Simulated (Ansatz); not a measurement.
# TaSi2: the cost of one run

Method: DFT PBE, scalar-relativistic, plane waves, PAW, in Ansatz 0.2.0.

2 further runs of the same task are left out: 2 set aside as unsound or not needed.

### Step 1. The starting structure

Symmetry: P6_422, No. 181, hexagonal system. Conventional cell: a = 4.806 Å, b = 4.806 Å, c = 6.597 Å, α = 90.00°, β = 90.00°, γ = 120.00°. Around Ta (site symmetry 222) lie 10 Si at 2.62 to 2.84 Å. Si (site symmetry 2) has 5 Si at 2.57 to 2.84 Å and 5 Ta at 2.62 to 2.84 Å in its first shell of neighbours.

As a file:

```cif
data_structure
_symmetry_space_group_name_H-M 'P6_422'
_symmetry_Int_Tables_number 181
_cell_length_a 4.8056
_cell_length_b 4.8056
_cell_length_c 6.5972
_cell_angle_alpha 90.000
_cell_angle_beta 90.000
_cell_angle_gamma 120.000
_cell_volume 131.94
loop_
_atom_site_label
_atom_site_type_symbol
_atom_site_symmetry_multiplicity
_atom_site_Wyckoff_symbol
_atom_site_fract_x
_atom_site_fract_y
_atom_site_fract_z
_atom_site_occupancy
Ta1 Ta 3 c 0.50000 0.00000 0.00000 1
Si1 Si 6 i 0.15891 0.31783 0.00000 1
```

It is the result of an earlier relaxation at this level (volume 14.66 Å³/atom; gap on the mesh: none (metal)).

Bulk energy on matching settings, from an earlier run: -3735.1011 eV/atom.

### Step 2. Cutting the (001) slab

Planes are indexed in the bulk's conventional cell (P6_422 (No. 181)), a = 4.806 Å, b = 4.806 Å, c = 6.597 Å, α = 90.00°, β = 90.00°, γ = 120.00°.

The slab is a (001) slab, 13.2 Å thick as cut, with 15 Å of vacuum; its outer planes are TaSi2 (top) and TaSi2 (bottom).

The slab as cut. Its planes from the bottom up:

| plane | atoms per cell | height over the lowest (Å) |
| --- | --- | --- |
| 1 | TaSi2 | 0.00 |
| 2 | TaSi2 | 2.20 |
| 3 | TaSi2 | 4.40 |
| 4 | TaSi2 | 6.60 |
| 5 | TaSi2 | 8.80 |
| 6 | TaSi2 | 11.00 |
| 7 | TaSi2 | 13.19 |

### Step 3. The slab as cut, atoms at the bulk's places

A dipole layer in the vacuum cancels the field that periodic copies would set up if the slab's two faces differ.

Input file input.yaml:

```yaml
crystal:
  lattice:
    - [4.8056401735, 0.0, 0.0]
    - [-2.4028200868, 4.1618064717, 0.0]
    - [0.0, 0.0, 28.1943380557]
  atoms:
    - { symbol: Ta, position: [0.5, 0.0, 0.266010856] }
    - { symbol: Si, position: [0.8410854451, 0.6821708903, 0.266010856] }
    - { symbol: Si, position: [0.1589145549, 0.3178291097, 0.266010856] }
    - { symbol: Ta, position: [0.0, 0.5, 0.3440072373] }
    - { symbol: Si, position: [0.6821708903, 0.8410854451, 0.3440072373] }
    - { symbol: Si, position: [0.3178291097, 0.1589145549, 0.3440072373] }
    - { symbol: Ta, position: [0.5, 0.5, 0.4220036187] }
    - { symbol: Si, position: [0.1589145549, 0.8410854451, 0.4220036187] }
    - { symbol: Si, position: [0.8410854451, 0.1589145549, 0.4220036187] }
    - { symbol: Ta, position: [0.5, 0.0, 0.5] }
    - { symbol: Si, position: [0.8410854451, 0.6821708903, 0.5] }
    - { symbol: Si, position: [0.1589145549, 0.3178291097, 0.5] }
    - { symbol: Ta, position: [0.0, 0.5, 0.5779963813] }
    - { symbol: Si, position: [0.6821708903, 0.8410854451, 0.5779963813] }
    - { symbol: Si, position: [0.3178291097, 0.1589145549, 0.5779963813] }
    - { symbol: Ta, position: [0.5, 0.5, 0.6559927627] }
    - { symbol: Si, position: [0.1589145549, 0.8410854451, 0.6559927627] }
    - { symbol: Si, position: [0.8410854451, 0.1589145549, 0.6559927627] }
    - { symbol: Ta, position: [0.5, 0.0, 0.733989144] }
    - { symbol: Si, position: [0.8410854451, 0.6821708903, 0.733989144] }
    - { symbol: Si, position: [0.1589145549, 0.3178291097, 0.733989144] }
basis:
  ecutwfc: 420
kpoints:
  mp_grid: { grid: [9, 9, 1] }
hamiltonian:
  xc: pbe
scf:
  occupations: { method: gaussian, width: 0.1 }
output:
  forces: true
  stress: true
  eigenvalues: true
  write_density: true
  write_potential: true
  elf: true
  volumetric_format: npy
efield:
  axis: 3
  dipole_correction: true
  ramp_width: 0.04
```

On the command line:

```bash
$ ansatz run input.yaml --threads 2 --pin off --max-ram 5120MiB --backend cpu --events-out ev --progress --plain --runs-dir out
```

What time and memory should one allow on 2 threads of Intel Xeon Platinum 8488C (Sapphire Rapids), shared host?

About 3.2 min, with a peak of 1.9 GiB.
